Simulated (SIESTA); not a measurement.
Crystal: C.

```
CELL_PARAMETERS angstrom
0.00000 1.78337 1.78337
1.78337 0.00000 1.78337
1.78337 1.78337 0.00000
ATOMIC_POSITIONS crystal
C 0.75000 0.75000 0.75000
C 0.50000 0.50000 0.50000
```

This isn't the form of C at room conditions, which is graphite.

Base run:

```yaml
Program: SIESTA 5.4.2
Functional: vdW-DF-cx
Potentials_or_basis: PseudoDojo 0.4 standard (PBE files)
Basis: DZP (energy shift 0.003 Ry)
Grid_cutoff: 500 Ry
Energy_shift: 0.003 Ry
k_mesh: 13 × 13 × 13
Occupations: fermi-dirac, width 0.05 eV
Spin: no spin polarisation
```

Its results: band gap on the k mesh 4.23 eV, indirect (least direct gap 5.67 eV); pressure 8.4 GPa.

Question: The run is repeated on the same cell with these changes: functional from vdW-DF-cx to vdW-DF. What comes out?

Answer: Band gap on the k mesh 4.56 eV, indirect (least direct gap 5.79 eV); pressure 20.2 GPa.

Caveats: the potentials were made for another functional, which shifts forces and pressure; the basis of atomic orbitals isn't converged, which shifts pressures, moduli and gaps.
